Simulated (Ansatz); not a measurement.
Runs of Ansatz 0.2.0 on Bi. It takes space group C2/m (No. 12, monoclinic). The conventional cell has a = 6.977 Å, b = 6.265 Å, c = 3.359 Å, α = 90.00°, β = 112.04°, γ = 90.00°. Bi (site symmetry m) is surrounded by 6 Bi at 3.21 to 3.45 Å. This isn't the form of Bi at room conditions, which is rhombohedral.

| task | level | spin | k mesh | cutoff (eV) | points for each segment of the path | mesh quality | gap on the mesh (eV) | pressure (GPa) | largest force (eV/Å) |
| --- | --- | --- | --- | --- | --- | --- | --- | --- | --- |
| projected density of states | HSE06 | off | 4 × 4 × 5 | 420 | - | coarse | none | (d) | 0.27 |
| projected density of states | r2SCAN0 | off | 4 × 4 × 5 | 500 | - | coarse | none | (b) | 0.38 |
| projected density of states | LDA | off | 4 × 4 × 5 | 420 | - | coarse | none | -3.6 | 0.20 |
| projected density of states | PBE0 | off | 4 × 4 × 5 | 420 | - | coarse | none | -1.8 | 0.31 |
| projected density of states | PBEsol | off | 4 × 4 × 5 | 420 | - | coarse | none | -2.4 | 0.17 |
| band structure | PBEsol | SOC, no magnetisation | 6 × 6 × 9 | 420 | 14 | not flagged | none | -1.2 | 0.03 |
| projected density of states | r2SCAN | off | 4 × 4 × 5 | 500 | - | coarse | none | (a) | 0.25 |
| band structure | PBEsol | off | 6 × 6 × 9 | 420 | 14 | not flagged | none | -2.5 | (c) |

Alike in all rows: potentials or basis Ansatz PAW; cell as given; smearing fermi-dirac 0.05 eV.

**Question.** Fill in the values left out.

**Answer.** (a) -0.7; (b) -2.1; (c) 0.06; (d) -1.7.

Caveats: some runs use coarse meshes; the PAW data sets come from PBE, with cores solved anew for the run's functional, which leaves a small shift of forces and pressure; spin-orbit coupling is left out, which moves the levels of the heavy elements (some runs); the thresholds are loose for stress (some runs).

A k mesh can miss the band edges, and rows without SOC leave out spin-orbit coupling on Bi.

A gap of «none» marks a metal or a gap under the smearing width.
